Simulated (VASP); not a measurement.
BeC2: relaxation of cell and atoms with PBE

Crystal: BeC2.

```
Be C
1.0
    -1.94817    1.94817    2.31108
     1.94817   -1.94817    2.31108
     1.94817    1.94817   -2.31108
Be C
1 2
Direct
  0.00000 0.00000 0.00000
  0.63470 0.63470 0.00000
  0.36530 0.36530 0.00000
```

The cell comes from a database or a generator and needn't be the stable form of this composition.

The cell isn't the ideal one: cell and atoms relaxed tightly for response.

```yaml
Program: VASP 6.6.1
Task: relaxation of cell and atoms
Functional: PBE
Potentials_or_basis: VASP PAW PBE potentials, release 64 (Be, C)
Cutoff: 600 eV
k_mesh: 8 × 8 × 8
Occupations: gaussian, width 0.01 eV
Spin: no spin polarisation
Dipole_correction: no
Further_INCAR_settings: ALGO = Normal; EDIFF = 1e-06; IBRION = 2; EDIFFG = -0.001; NSW = 80; ISIF = 3
```

| Property | Result |
| --- | --- |
| Relaxed volume | 11.63 Å³/atom |
| Relaxed cell | a = 3.590 Å, b = 3.590 Å, c = 3.590 Å, α = 114.47°, β = 114.47°, γ = 99.88° |
| Space group after relaxing (to 0.05 Å) | I4/mmm (No. 139) |
| Energy gained by relaxing | 0.0 meV/atom |
| Ionic steps | 44 |
| Pressure after relaxing | 0.0 GPa |
| Band gap on the k mesh | 2.89 eV, indirect (least direct gap 3.30 eV) |

Step by step:
```csv
step,energy change (eV),largest force (eV/Å),pressure (GPa),volume (Å³)
1,0.0000,0.1062,-0.04,35.09
3,-0.0001,0.0002,-0.16,35.08
5,-0.0001,0.0014,-0.02,35.06
7,-0.0001,0.0024,-0.02,35.05
9,-0.0001,0.0398,0.02,34.96
11,-0.0001,0.0494,0.07,34.93
13,-0.0001,0.0412,0.05,34.95
15,-0.0001,0.0404,0.04,34.95
17,-0.0001,0.0346,0.05,34.94
19,-0.0001,0.0174,0.01,34.89
21,-0.0001,0.0051,0.02,34.86
23,-0.0001,0.0124,0.03,34.88
25,-0.0001,0.0148,0.03,34.88
27,-0.0001,0.0056,0.00,34.90
29,-0.0001,0.0029,-0.01,34.91
31,-0.0001,0.0011,-0.02,34.90
33,-0.0001,0.0020,-0.01,34.90
35,-0.0001,0.0013,-0.01,34.90
37,-0.0001,0.0054,0.00,34.89
39,-0.0001,0.0038,0.01,34.89
41,-0.0001,0.0019,0.00,34.90
43,-0.0001,0.0016,0.00,34.90
44,-0.0001,0.0005,0.00,34.90
```

Final structure:
```
Be C
1.0
    -1.94306    1.94306    2.31067
     1.94306   -1.94306    2.31067
     1.94306    1.94306   -2.31067
Be C
1 2
Direct
  0.00000 0.00000 0.00000
  0.63484 0.63484 0.00000
  0.36516 0.36516 0.00000
```

Levels at points of the mesh, in eV from the valence-band top:
```tsv
k point	band 3	band 4	band 5	band 6	band 7	band 8
(0.00, 0.00, 0.00)	-3.93	0.00	0.00	4.59	4.59	7.61
(0.50, 0.00, 0.00)	-3.05	-1.08	-0.92	2.89	3.56	9.25
(0.50, 0.50, 0.00)	-4.22	-3.31	-0.17	3.13	6.71	8.60
(0.50, 0.50, 0.50)	-2.77	-2.77	-2.52	7.15	7.26	8.12
```

It took 110 s on 1 thread of Intel(R) Xeon(R) 6975P-C (Granite Rapids), with other jobs on the host, peak memory 0.17 GiB.

Caveat: the standard files for N, O and F lose accuracy on very short bonds. A k mesh can miss the band edges.
